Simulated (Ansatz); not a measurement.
# TiAl: the cost of one run

Computed with Ansatz 0.2.0 (DFT PBE, scalar-relativistic, plane waves, PAW, unless a step's input says otherwise).

1 further run of the same task is left out (set aside as unsound or not needed).

## 1. Starting point

The structure is tetragonal, space group P4/mmm (No. 123). The conventional cell has a = 2.822 Å, b = 2.822 Å, c = 4.078 Å, α = 90.00°, β = 90.00°, γ = 90.00°. Ti (site symmetry 4/mmm) has 4 Ti at 2.82 Å and 8 Al at 2.85 Å as nearest neighbours. Al (site symmetry 4/mmm) is surrounded by 4 Al at 2.82 Å and 8 Ti at 2.85 Å.

As a file:

```
Ti Al
1.0
     2.82164    0.00000    0.00000
     0.00000    2.82164    0.00000
     0.00000    0.00000    4.07827
Ti Al
1 1
Cartesian
  1.4108 1.4108 2.0391
  0.0000 0.0000 0.0000
```

It goes back to an entry of the Materials Project, which need not be the stable form.

This cell was relaxed beforehand with the same method: volume 16.23 Å³/atom, gap on the mesh none (metal).

## 2. The perfect supercell

input.yaml reads:

```yaml
crystal:
  lattice:
    - [0.0, 5.6432814771, -4.0782742135]
    - [-5.6432814771, 0.0, 4.0782742135]
    - [5.6432814771, 0.0, 4.0782742135]
  atoms:
    - { symbol: Ti, position: [0.25, 0.0, 0.75] }
    - { symbol: Ti, position: [0.75, 0.75, 0.5] }
    - { symbol: Ti, position: [0.25, 0.25, 0.5] }
    - { symbol: Ti, position: [0.25, 0.75, 0.0] }
    - { symbol: Ti, position: [0.75, 0.5, 0.75] }
    - { symbol: Ti, position: [0.75, 0.0, 0.25] }
    - { symbol: Ti, position: [0.25, 0.5, 0.25] }
    - { symbol: Ti, position: [0.75, 0.25, 0.0] }
    - { symbol: Al, position: [0.0, 0.75, 0.25] }
    - { symbol: Al, position: [0.5, 0.5, 0.0] }
    - { symbol: Al, position: [0.0, 0.0, 0.0] }
    - { symbol: Al, position: [0.0, 0.5, 0.5] }
    - { symbol: Al, position: [0.5, 0.25, 0.25] }
    - { symbol: Al, position: [0.5, 0.75, 0.75] }
    - { symbol: Al, position: [0.0, 0.25, 0.75] }
    - { symbol: Al, position: [0.5, 0.0, 0.5] }
basis:
  ecutwfc: 420
  xc_grid: 2
kpoints:
  mp_grid: { grid: [1, 1, 1], shift: [0.0, 0.0, 0.0] }
hamiltonian:
  xc: pbe
scf:
  occupations: { method: gaussian, width: 0.1 }
output:
  forces: true
  stress: true
  eigenvalues: true
```

Launch:

```
ansatz run input.yaml --threads 4 --pin off --max-ram 8192MiB --backend cpu --events-out ev --progress --plain --runs-dir out
```

What time and memory should one allow on 4 threads of AMD EPYC 7R43 (Zen 3), shared host?

About 1.7 s, with a peak of 0.43 GiB.
